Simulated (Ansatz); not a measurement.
**Group exchange: C3H6O + H2SO4 → C2H4O2 + CH4O3S**

Species: C3H6O `CC(C)=O`, singlet; H2SO4 (sulfuric acid) `O=S(=O)(O)O`, singlet; C2H4O2 (acetic acid) `CC(=O)O`, singlet; CH4O3S (methanesulfonic acid) `CS(=O)(=O)O`, singlet. The partners trade CH3 for OH: C–CH3 and S–OH bonds give way to C–OH and S–CH3.

Shapes, held fixed at every level: PBE0-D4/def2-TZVP. Flexible molecules stand in one conformer, not always the lowest. Programs: Ansatz 0.2.0. The zero-point and thermal change to 298 K, harmonic and unscaled (PBE0-D4/def2-TZVP), is +2.9 kJ/mol.

```csv
level,kind,ΔH(298 K) (kJ/mol),less CCSD(T)/CBS estimate,CPU time (sum over the molecules)
HF/def2-TZVPP,Hartree–Fock,-51.6,+1.4,–
r2SCAN-D4/def2-TZVPP,meta-GGA,-58.6,-5.6,37 s
B3LYP-D4/def2-TZVPP,global hybrid,-58.2,-5.2,37 s
BHLYP-D4/def2-TZVPP,global hybrid,-55.0,-2.0,26 s
r2SCAN0-D4/def2-TZVPP,global hybrid,-56.0,-3.0,40 s
MP2/def2-TZVPP,perturbation theory,-54.1,-1.1,–
CCSD(T)/CBS estimate,coupled cluster or CI,-53.0,0.0,10 min
```

The highest level, CCSD(T)/CBS estimate, gives ΔH(298 K) = -53.0 kJ/mol; the levels span -58.6 to -51.6. The column of differences is taken from that level and isn't an error. No measured value is set beside it here. The CBS estimate extrapolates MP2 from def2-TZVPP and def2-QZVPP and adds CCSD(T) − MP2 in the triple-zeta set, cores frozen. Times are processor times on shared x86 and Arm servers, and rough.
